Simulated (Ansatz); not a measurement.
## Al2Pt: what symmetry allows forces and stress to be

```xyz
3
Lattice="0.0000 2.7335 2.9994 2.9994 0.0000 2.9994 2.9994 2.7335 0.0000" Properties=species:S:1:pos:R:3 pbc="T T T"
Al    1.4997    1.3275    1.4997
Al    4.4991    4.0609    4.4991
Pt    0.0000    0.0785    0.0000
```

Computed with DFT PBE, scalar-relativistic, plane waves, PAW in Ansatz 0.2.0.

Plane waves to 420 eV, a k mesh through Γ of 12×12×12 on the computed 3-atom cell and Gaussian smearing (0.10 eV); no spin polarisation.

This distorted cell has space group I4mm, with 8 operations.

**Question.** Without a calculation: in which directions can each atom feel a force?

**Answer.** A force must be left unchanged by every operation that keeps its atom in place, so it lies in the space that those operations leave fixed. Atoms that the group maps onto each other feel forces of one size.
```csv
atom,site symmetry,operations at the site,equivalent to atom,allowed force (Cartesian)
Al1,2mm.,4,1,"along (0.00, 1.00, 0.00)"
Al2,2mm.,4,1,"along (0.00, 1.00, 0.00)"
Pt3,4mm,8,3,"along (0.00, 1.00, 0.00)"
```

That leaves 2 independent force components of 9, tied by 1 condition that the forces sum to zero, so 1 remains. A relaxation in this cell that keeps the symmetry moves the atoms in these directions alone.

**Question.** And the stress tensor?

**Answer.** It must be invariant under the point group, which leaves 2 independent components: yz, xz, xy vanish; xx = zz.

**Question.** Do the computed values obey this?

**Answer.** Yes. Forces (eV/Å):
```
Al1  0.000  0.589  0.000
Al2  0.000  0.589  0.000
Pt3  0.000 -1.178  0.000
```

Stress (GPa, compression positive, xx yy zz yz xz xy): 8.37 15.52 8.37 0.00 0.00 0.00. The program imposes the same operations on density, forces and stress, so this confirms the analysis and is no independent test of the calculation.

Spin–orbit coupling is left out, which can shift energies with elements as heavy as these.